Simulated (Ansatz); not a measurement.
# GaP: pressure up to the limit of the methods

One table from this session's results is given with a row withheld; the runs are named, their logs left out.

Program: Ansatz 0.2.0. Level of theory: DFT, LDA, PAW with Ansatz's default frozen-core files, scalar-relativistic. These are calculated values, not measurements.

### The system as given

Symmetry: Fm-3m, No. 225, cubic system. Conventional cell: a = 4.694 Å, b = 4.694 Å, c = 4.694 Å, α = 90.00°, β = 90.00°, γ = 90.00°. Ga (site symmetry m-3m) is surrounded by 6 P at 2.35 Å. Around P (site symmetry m-3m) lie 6 Ga at 2.35 Å.

As a file:

```
CELL_PARAMETERS angstrom
0.00000 2.34722 2.34722
2.34722 0.00000 2.34722
2.34722 2.34722 0.00000
ATOMIC_POSITIONS crystal
Ga 0.00000 0.00000 0.00000
P 0.50000 0.50000 0.50000
```

Whether this phase is the stable one at these pressures isn't tested.

Atoms are numbered in the order of the input: Ga1, P2.

The first run:

Contents of input.yaml:

```yaml
crystal:
  lattice:
    - [0.0, 2.3472160896, 2.3472160896]
    - [2.3472160896, 0.0, 2.3472160896]
    - [2.3472160896, 2.3472160896, 0.0]
  atoms:
    - { symbol: Ga, position: [0.0, 0.0, 0.0] }
    - { symbol: P, position: [0.5, 0.5, 0.5] }
kpoints:
  mp_grid: { grid: [14, 14, 14] }
scf:
  occupations: { method: fermi_dirac, width: 0.1 }
hamiltonian:
  xc: lda
  pseudopotentials: { kind: paw }
output:
  forces: true
  stress: true
relax:
  f_tol: 0.005
  max_steps: 40
  cell: {}
```

Command:

```
$ ansatz run input.yaml --threads 1 --pin off --max-ram 2048MiB --backend cpu --events-out ev --progress --plain --runs-dir out
```

Steps of the session up to this table: Cell relaxed at zero pressure, PAW; More of the same log: cell relaxed at zero pressure; Volume scaled by 1, PAW; Volume scaled by 0.94, PAW; Volume scaled by 0.88, PAW; Volume scaled by 0.88, PAW (cutoff 800 eV); Volume scaled by 0.8, PAW; Volume scaled by 0.72, PAW; Volume scaled by 0.64, PAW; Volume scaled by 0.55, PAW; Volume scaled by 0.55, PAW (partial_waves polarizable).

One table of the session follows, with a row left open; its other results are not shown here.

```
                         method  volume over the first  volume (Å³/atom)  pressure (GPa)
                            PAW                      1                 ?               ?
                            PAW                   0.94            15.139            7.44
                            PAW                   0.88            14.173           17.82
                            PAW                    0.8            12.884           38.45
                            PAW                   0.72            11.596           71.22
                            PAW                   0.64            10.308          124.51
                            PAW                   0.55             8.858          229.24
            PAW (cutoff 800 eV)                   0.88            14.173           17.81
PAW (partial_waves polarizable)                   0.55             8.858          229.24
```

Estimate the missing values for PAW, 1.

As computed: volume (Å³/atom): 16.106; pressure (GPa): 0.02. In the column «volume (Å³/atom)» it is the highest.
